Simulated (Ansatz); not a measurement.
Runs of Ansatz 0.2.0 on BaTiO3. The typed cell holds 10 atoms: a = 3.803 Å, b = 4.131 Å, c = 7.975 Å, α = 89.10°, β = 88.33°, γ = 89.36°. 

```csv
task,level,U,cell,cutoff (eV),hubbard projectors,double counting,gap on the mesh (eV),pressure (GPa),relaxed volume (Å³/atom)
relaxation of cell and atoms,PBE+D3(BJ),-,relaxed,420,-,-,(a),0.0,12.97
single point,PBE,-,as given,300,-,-,0.33,36.2,-
relaxation of cell and atoms,r2SCAN+D3(BJ),-,relaxed,500,-,-,(b),0.0,12.85
relaxation of cell and atoms,PBEsol+U,Ti d U = 5 eV,relaxed,420,ortho-atomic (the default),fll (the default),2.42,0.0,12.64
```

Alike in all rows: potentials or basis Ansatz PAW; no spin polarisation; k mesh 7 × 7 × 4; smearing fermi-dirac 0.05 eV.

Problem. Estimate the missing entries.

Solution. (a) 2.47; (b) 2.82.

Caveats: odd divisions of the mesh miss points on the zone boundary, where band edges often lie, so the gap on the mesh can be too wide; spin-orbit coupling is left out, which moves the levels of the heavy elements; the plane-wave basis is chosen anew once the cell has moved, so the energies of steps on either side of that aren't comparable (some runs); the PAW data sets come from PBE, with cores solved anew for the run's functional, which leaves a small shift of forces and pressure (some runs); a pressure of tens of GPa on the cell as given is suspect, and the run, the potentials or the cell itself is likely at fault (some runs); the pressure holds a Pulay correction of +23.8 GPa for the finite cutoff (some runs); forces of over 1 eV/Å show positions far from the minimum, so gaps and moduli don't describe the material at rest (some runs).

A k mesh can miss the band edges, and the runs leave out spin-orbit coupling on Ba.
